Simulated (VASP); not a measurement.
# Au (Fm-3m) in VASP: settings compared, part 2 of 2

VASP 6.6.1. The steps go on from the part before.

## (4) Relaxation of cell and atoms, PBEsol

INCAR

```
SYSTEM = Au
ALGO = Normal
EDIFF = 1E-6
EDIFFG = -0.01
ENCUT = 600
GGA = PS
IBRION = 2
ISIF = 3
ISMEAR = 1
LASPH = .True.
LCHARG = .False.
LREAL = .False.
LWAVE = .False.
NELM = 80
NSW = 90
PREC = Accurate
SIGMA = 0.1
```

KPOINTS

```
k-points
0
Gamma
  16 16 16
  0 0 0
```

POSCAR

```
Au
1.0
    0.0000000000      2.0350000000      2.0350000000
    2.0350000000      0.0000000000      2.0350000000
    2.0350000000      2.0350000000      0.0000000000
Au
1
Direct
    0.0000000000      0.0000000000      0.0000000000
```

On the command line:

```sh
cat potpaw_PBE.64/Au/POTCAR > POTCAR
mpirun -np 1 vasp_std > vasp.out
```

Wall time 21 s (1 thread of Intel Xeon Platinum 8375C at 2.90GHz (Ice Lake), shared host); peak memory 0.17 GiB.

The run converged. Its results:

- Free energy: -3.9236 eV
- Relaxed volume: 17.00 Å³/atom
- Relaxed cell: a = 2.886 Å, b = 2.886 Å, c = 2.886 Å, α = 60.00°, β = 60.00°, γ = 60.00°
- Space group after relaxing (to 0.05 Å): Fm-3m (No. 225)
- Energy gained by relaxing: 0.7 meV/atom
- Ionic steps: 3
- Pressure after relaxing: 0.0 GPa
- Band gap on the k mesh: none (metal or under the smearing width)

The path:
| step | energy change (eV) | largest force (eV/Å) | pressure (GPa) | volume (Å³) |
| --- | --- | --- | --- | --- |
| 1 | 0.0000 | 0.0000 | 1.57 | 16.85 |
| 2 | 0.0014 | 0.0000 | -2.56 | 17.26 |
| 3 | -0.0007 | 0.0000 | 0.00 | 17.00 |

Final structure:
```
Au
1.0
     0.00000    2.04085    2.04085
     2.04085    0.00000    2.04085
     2.04085    2.04085    0.00000
Au
1
Direct
  0.00000 0.00000 0.00000
```

Levels at points of the mesh, in eV from the Fermi level:
```
           k point  band 3  band 4  band 5  band 6  band 7  band 8  band 9
(0.00, 0.00, 0.00)   -4.66   -4.66   -3.12   -3.12   14.53   18.54   18.54
(0.50, 0.00, 0.00)   -4.69   -1.91   -1.91   -1.00    3.10   13.97   17.15
(0.50, 0.50, 0.00)   -1.95   -1.59   -1.59    0.99    5.80   10.00   10.00
```

Caveat: the PAW data sets were made with another functional, which shifts forces and pressure a little. Zero-point motion and thermal expansion aren't in these numbers.

## (5) Relaxation of cell and atoms, PBEsol

This run uses another cell than the first one, of 17.00 Å³/atom, 1.009 times its volume.

Edit INCAR of step 4 so:

```diff
@@ -2,4 +2,4 @@
 ALGO = Normal
-EDIFF = 1E-6
-EDIFFG = -0.01
+EDIFF = 1E-7
+EDIFFG = -0.005
 ENCUT = 600
```

KPOINTS is that of step 4.

POSCAR

```
Au                                      
1.0
    0.0000000000      2.0408538051      2.0408538051
    2.0408538051      0.0000000000      2.0408538051
    2.0408538051      2.0408538051      0.0000000000
  Au            
     1
Direct
     0.0000000000000000    0.0000000000000000    0.0000000000000000
```

Potentials or basis: VASP PAW PBE potentials, release 64 (Au).

On the command line:

```sh
cat potpaw_PBE.64/Au/POTCAR > POTCAR
mpirun -np 1 vasp_std > vasp.out
```

OUTCAR:

```text
SYSTEM = Au
   EDIFF = 1E-7
   EDIFFG = -0.005
   ENCUT = 600
   GGA = PS
   IBRION = 2
   ISIF = 3
   ISMEAR = 1
   LASPH = .True.
   LREAL = .False.
   NELM = 80
   NSW = 90
   PREC = Accurate

 ion  position               nearest neighbor table
   1  0.000  0.000  0.000-

  LATTYP: Found a face centered cubic cell.
 ALAT       =     4.0817076102

  Lattice vectors:

 A1 = (   0.0000000000,   2.0408538051,   2.0408538051)
 A2 = (   2.0408538051,   0.0000000000,   2.0408538051)
 A3 = (   2.0408538051,   2.0408538051,   0.0000000000)

Analysis of symmetry for initial positions (statically):
=====================================================================
 Subroutine PRICEL returns:
 Original cell was already a primitive cell.

 Routine SETGRP: Setting up the symmetry group for a
 face centered cubic supercell.

 Subroutine GETGRP returns: Found 48 space group operations
 (whereof 48 operations were pure point group operations)
 out of a pool of 48 trial point group operations.

The static configuration has the point symmetry O_h .

Analysis of symmetry for dynamics (positions and initial velocities):
[... 164 lines left out ...]
 Fermi energy:         9.2818131980

 k-point     1 :       0.0000    0.0000    0.0000
  band No.  band energies     occupation
      1      -0.6279      2.00000
      2       4.6267      2.00000
      3       4.6267      2.00000
      4       4.6267      2.00000
      5       6.1635      2.00000
      6       6.1635      2.00000
      7      23.8148      0.00000
      8      27.8237      0.00000
      9      27.8237      0.00000
[... 265 lines left out ...]
 k-point    24 :      -0.0625    0.0625    0.0000
  band No.  band energies     occupation
      1      -0.2673      2.00000
      2       4.4935      2.00000
      3       4.7397      2.00000
      4       4.7745      2.00000
      5       6.0369      2.00000
      6       6.1888      2.00000
      7      24.2188      0.00000
      8      26.1008      0.00000
      9      27.6054      0.00000

 [... further k-points ...]

------------------------ aborting loop because EDIFF is reached ----------------------------------------

  FORCE on cell =-STRESS in cart. coord.  units (eV):
  Direction    XX          YY          ZZ          XY          YZ          ZX
  --------------------------------------------------------------------------------------
  -------------------------------------------------------------------------------------
  Total        0.0005119      0.0005119      0.0005119      0.0000000      0.0000000     -0.0000000
  in kB        0.0482430      0.0482430      0.0482430      0.0000000      0.0000000     -0.0000000
  external PRESSURE =       0.0482430 kB  Pullay stress =       0.0000000 kB

 VOLUME and BASIS-vectors are now :
 -----------------------------------------------------------------------------
  energy-cutoff  :      600.00
  volume of cell :       17.00
      direct lattice vectors                 reciprocal lattice vectors
     0.000000000  2.040853805  2.040853805    -0.244995501  0.244995501  0.244995501
     2.040853805  0.000000000  2.040853805     0.244995501 -0.244995501  0.244995501
     2.040853805  2.040853805  0.000000000     0.244995501  0.244995501 -0.244995501

 POSITION                                       TOTAL-FORCE (eV/Angst)
 -----------------------------------------------------------------------------------
      0.00000      0.00000      0.00000        -0.000000      0.000000      0.000000
 -----------------------------------------------------------------------------------
    total drift:                               -0.000000      0.000000      0.000000

  FREE ENERGIE OF THE ION-ELECTRON SYSTEM (eV)
  ---------------------------------------------------
  free  energy   TOTEN  =        -3.9236403250 eV

  energy  without entropy=       -3.9235212201  energy(sigma->0) =       -3.92360062

 reached required accuracy - stopping structural energy minimisation
```

OSZICAR:

```text
N       E                     dE             d eps       ncg     rms          rms(c)
DAV:   1     0.498352880640E+02    0.49835E+02   -0.63340E+03  2666   0.123E+03
DAV:   2    -0.381521736826E+01   -0.53651E+02   -0.51146E+02  2711   0.218E+02
DAV:   3    -0.425994350075E+01   -0.44473E+00   -0.44425E+00  3099   0.213E+01
DAV:   4    -0.426104386893E+01   -0.11004E-02   -0.11003E-02  2999   0.112E+00
DAV:   5    -0.426105052429E+01   -0.66554E-05   -0.66559E-05  2913   0.829E-02    0.968E+00
DAV:   6    -0.394993210709E+01    0.31112E+00   -0.10186E+00  2669   0.979E+00    0.597E+00
DAV:   7    -0.392663525582E+01    0.23297E-01   -0.90258E-02  2823   0.284E+00    0.284E+00
DAV:   8    -0.392364887572E+01    0.29864E-02   -0.18533E-03  2748   0.496E-01    0.276E-01
DAV:   9    -0.392363693396E+01    0.11942E-04   -0.67726E-06  2923   0.299E-02    0.142E-02
DAV:  10    -0.392364032000E+01   -0.33860E-05   -0.10571E-06  2904   0.115E-02    0.185E-03
DAV:  11    -0.392364032503E+01   -0.50251E-08   -0.27374E-08  1706   0.171E-03
   1 F= -.39236403E+01 E0= -.39236006E+01  d E =-.392364E+01
```

CONTCAR:

```text
Au
   1.00000000000000
     0.0000000000000000    2.0408538050999998    2.0408538050999998
     2.0408538050999998    0.0000000000000000    2.0408538050999998
     2.0408538050999998    2.0408538050999998    0.0000000000000000
  Au
     1
Direct
     0.0000000000000000    0.0000000000000000    0.0000000000000000

  0.00000000E+00  0.00000000E+00  0.00000000E+00
```

It took 10 s on 1 thread of Intel Xeon Platinum 8375C at 2.90GHz (Ice Lake), shared host; peak memory 0.16 GiB.

Results:

```yaml
Free_energy: -3.9236 eV
Pressure_after_relaxing: 0.0 GPa
Band_gap_on_the_k_mesh: none (metal or under the smearing width)
```

Final structure:
```
CELL_PARAMETERS angstrom
0.00000 2.04085 2.04085
2.04085 0.00000 2.04085
2.04085 2.04085 0.00000
ATOMIC_POSITIONS crystal
Au 0.00000 0.00000 0.00000
```

Caveat: the relaxation stopped at its first step, so nothing moved; the PAW data sets were made with another functional, which shifts forces and pressure a little.
